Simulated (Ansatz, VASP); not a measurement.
HfC in VASP and in Ansatz

```
Hf C
1.0
     0.00000    2.52168    2.52168
     2.52168    0.00000    2.52168
     2.52168    2.52168    0.00000
Hf C
1 1
Direct
  0.00000 0.00000 0.00000
  0.25000 0.25000 0.25000
```

Alike in both runs: functional PBE; k mesh 13 × 13 × 13; occupations fermi-dirac, width 0.1 eV; no spin polarisation.

Ansatz relaxed the structure, and its values are those at the end. VASP's run is a single point on that final structure, the one shown.

```csv
,VASP,Ansatz
version,VASP 6.6.1,Ansatz 0.2.0
potentials or method,"VASP PAW PBE potentials, release 64 (Hf_pv, C)","PAW with Ansatz's default frozen-core files, scalar-relativistic"
plane-wave cutoff (eV),520,420
valence electrons in the cell,14,30
```

Ansatz gave:

| Property | Result |
| --- | --- |
| pressure (GPa) | 0.0 |

Estimate VASP's values.

pressure (GPa): -0.3.

The two sets of potentials don't hold the same shells in valence.
